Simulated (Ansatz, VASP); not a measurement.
**One calculation of Pt, two programs**

```xyz
1
Lattice="0.0000 1.9579 1.9579 1.9579 0.0000 1.9579 1.9579 1.9579 0.0000" Properties=species:S:1:pos:R:3 pbc="T T T"
Pt    0.0000    0.0000    0.0000
```

Alike in both runs: task relaxation of cell and atoms; functional LDA; k mesh 18 × 18 × 18; occupations gaussian, width 0.1 eV; no spin polarisation.

```csv
,VASP,Ansatz
version,VASP 6.6.1,Ansatz 0.2.0
potentials or method,"VASP PAW LDA potentials, release 64 (Pt)","scalar-relativistic, plane waves, PAW"
plane-wave cutoff (eV),600,420
valence electrons in the cell,10,18
```

VASP gave:

| Item | Value |
| --- | --- |
| gap on the k mesh at the Fermi level, each at its own relaxed structure (eV) | none |
| relaxed volume (Å³/atom) | 14.80 |
| relaxed cell length with the largest relative difference (Å) | 2.756 |
| energy change over the relaxation (meV/atom) | -3 |

Task: What did Ansatz give for the same quantities?

Result: gap on the k mesh at the Fermi level, each at its own relaxed structure (eV): none; relaxed volume (Å³/atom): 14.76; relaxed cell length with the largest relative difference (Å): 2.753; energy change over the relaxation (meV/atom): -4.

A gap of «none» marks a metal or a gap that the smearing closes. The two sets of potentials don't hold the same shells in valence.

The runs have no spin-orbit coupling, so splittings on Pt are missing. LDA usually gives volumes a few per cent too small. Zero-point motion and thermal expansion aren't in these numbers.
